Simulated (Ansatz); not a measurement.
## ZrN under pressure: fit and missing row

ZrN, Fm-3m, a = 4.595 Å. Ansatz: PBE, PAW, 420 eV, Γ-centred 16×16×16 mesh on 2 atoms, Gaussian smearing 0.10 eV; no spin polarisation. Cell and atoms are relaxed at each pressure, and no other structure is tried, so the rows at high pressure may lie past a change of phase.

| V (Å³/atom) | P (GPa) |
| --- | --- |
| ? | 90.01 |
| 10.473 | 50.01 |
| 11.151 | 25.01 |
| 11.605 | 12.00 |
| 11.937 | 4.03 |
| 12.076 | 1.01 |
| 12.124 | 0.01 |
| 12.175 | -1.03 |

Task: Take V0 = 12.124 Å³/atom, count pressures from its P0 = 0.01 GPa, fit the third-order Birch–Murnaghan form to the other rows, and predict the missing volume.

Result: With the Eulerian strain f = ½[(V0/V)^(2/3) − 1] and y = (P − P0)/[3f(1 + 2f)^(5/2)], the form is the line y = B0 + 1.5 B0 (B0′ − 4) f. Rows (f, y): 0.05126, 254.7; 0.02868, 252.7; 0.01480, 251.1; 0.00521, 250.6; 0.00132, 250.9; -0.00140, 249.4. Means f = 0.01665, y = 251.57; Σ(Δf)² = 0.002038, ΣΔfΔy = 0.1833; the slope is their ratio. y = 250.1 + 89.97 f GPa, so B0 = 250.1 GPa and B0′ = 4 + 2 × (89.97)/(3 × 250.1) = 4.24. P = 90.01 GPa is met at f = 0.08033 (y = 257.33), so V = V0 (1 + 2f)^(−3/2) = 9.696 Å³/atom. The run gave 9.694 Å³/atom, so the fit is 0.002 Å³/atom too high, a small miss on the scale of the series. The form still works here, 78 % of the fitted range beyond its end.

The cell has an odd number of electrons and ran without spin polarisation, so a magnetic or disproportionated state may lie lower.